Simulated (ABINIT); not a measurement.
Runs of ABINIT 10.8.3 (patched build) on HfO2. Symmetry: Fm-3m, No. 225, cubic system. The conventional cell has a = 5.115 Å, b = 5.115 Å, c = 5.115 Å, α = 90.00°, β = 90.00°, γ = 90.00°. Around Hf (site symmetry m-3m) lie 8 O at 2.21 Å. O (site symmetry -43m) is surrounded by 4 Hf at 2.21 Å. Measurements of this composition are mostly on another form, of space group No. 14.

```tsv
level	gap on the mesh (eV)	pressure (GPa)
LDA	3.62	-19.5
BLYP	(b)	(c)
PBEsol	3.72	-13.3
WC	3.72	(d)
AM05	3.76	-13.3
revPBE	3.93	-2.4
RPBE	3.96	-1.1
SCAN	4.23	-14.4
PW91	3.83	(a)
r2SCAN	4.34	-12.2
```

Alike in all rows: task single point; potentials or basis JTH PAW PBE v2.0; no spin polarisation; cell as given; k mesh 9 × 9 × 9; cutoff (eV) 762; smearing fermi-dirac 0.05 eV.

Problem. Estimate the missing entries.

Solution. (a) -6.8; (b) 3.90; (c) 0.4; (d) -13.1.

Caveats: the PAW data sets were made with another functional, which shifts forces and pressure a little; spin-orbit coupling is left out, which moves the levels of the heavy elements; an odd mesh through Γ misses points on the zone boundary, where band edges often lie.

A k mesh can miss the band edges, and the runs leave out spin-orbit coupling on Hf.

Runs at the PBE level aren't shown here.
